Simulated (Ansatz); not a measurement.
# BaZrO3: the change of pressure and energy above given cell with volume ratio

Results calculated with Ansatz 0.2.0, not measured. Plane-wave density functional theory, PAW datasets, Gaussian smearing 0.05 eV: equation of state, the given cell scaled in volume with shape and atoms relaxed at each volume.

The cell before it is scaled or strained (space group Pm-3m, No. 221):
```
BaZrO3
1.0
      4.2284     0.0000     0.0000
      0.0000     4.2284     0.0000
      0.0000     0.0000     4.2284
Ba Zr O
1 1 3
Direct
  0.00000 0.00000 0.00000
  0.50000 0.50000 0.50000
  0.00000 0.50000 0.50000
  0.50000 0.50000 0.00000
  0.50000 0.00000 0.50000
```

Settings of every row: paw set soft_2; functional PBE; spin treatment none; moment partition spheres; spin axis none; wave cutoff 420 eV; k mesh 8x8x8; symmetry use detected.

Atom hubbard u: 0 on all atoms.

Limits: no spin-orbit coupling, which can matter with elements this heavy.

```csv
row,volume ratio,V (Å³/atom),pressure (GPa),energy above given cell (meV per atom)
1,0.945,14.288,9.429,22.97
2,0.96,14.515,6.535,11.68
3,0.98,14.818,3.027,2.69
4,1,15.12,-0.123,0
5,1.02,15.422,-2.946,2.95
6,1.04,15.725,-5.483,11
7,1.07,16.178,-8.804,31.28
8,1.1,16.632,?,?
```

Question: what pressure and energy above given cell should row 8 give?

Worked fit of pressure. Take u = (V_r/V)^(2/3) − 1 with V_r = 15.12 Å³ an atom, which is twice the finite (Eulerian) strain; such expansions in the strain, on which the Birch-Murnaghan equation of state is built, carry the rest volume and the bulk modulus. The shown rows have u = 0.03845, 0.0276, 0.01354, 0, -0.0131, -0.02582, -0.04409. Least squares give pressure = −0.1208 + 223.619 × u + 625.64 × u² + 460.9 × u³ GPa; a parabola predicts inner rows, each left out in turn, worse (root mean square 0.0096 against 0.0051 GPa). The rows lie off it by 0.001, -0.002, 0.004, -0.002, -0.002, 0.002, -0.001. The pressure vanishes at u = 0.0005, or V = 15.11 Å³ an atom, and there the bulk modulus with shape and atoms relaxed is B = −V dP/dV = (2/3)(1 + u) dP/du = 150 GPa. The withheld row has u = -0.06156, so the fit gives −0.1208 + 223.619 × (-0.06156) + 625.64 × (-0.06156)² + 460.9 × (-0.06156)³ = -11.623 GPa.

The calculation gave -11.624 GPa. The fit lies 0.001 GPa (0.0047 % of the column's range) above it, one unit of the last digit. This row lies beyond the range of the fit.

Worked fit of energy above given cell. Take u = (V_r/V)^(2/3) − 1 with V_r = 15.12 Å³ an atom, which is twice the finite (Eulerian) strain; such expansions in the strain, on which the Birch-Murnaghan equation of state is built, carry the rest volume and the bulk modulus. The shown rows have u = 0.03845, 0.0276, 0.01354, 0, -0.0131, -0.02582, -0.04409. Least squares give energy above given cell = 0.013 − 18.16 × u + 15851.4 × u² + 3991 × u³ meV per atom; a parabola predicts inner rows, each left out in turn, worse (root mean square 0.081 against 0.024 meV per atom). The rows lie off it by -0.01, 0.01, 0.01, -0.01, -0.01, 0.02, -0.01. Its lowest point lies at u = 0.0006, or V = 15.11 Å³ an atom, and the curvature there gives the bulk modulus with shape and atoms relaxed, B = (4/9)(1 + u)² E″(u)/V = 150 GPa. The withheld row has u = -0.06156, so the fit gives 0.013 − 18.16 × (-0.06156) + 15851.4 × (-0.06156)² + 3991 × (-0.06156)³ = 60.27 meV per atom.

The calculation gave 60.31 meV per atom. The fit lies 0.04 meV per atom (0.066 % of the column's range) below it; its largest miss of a shown row is 0.02 meV per atom. This row lies beyond the range of the fit.
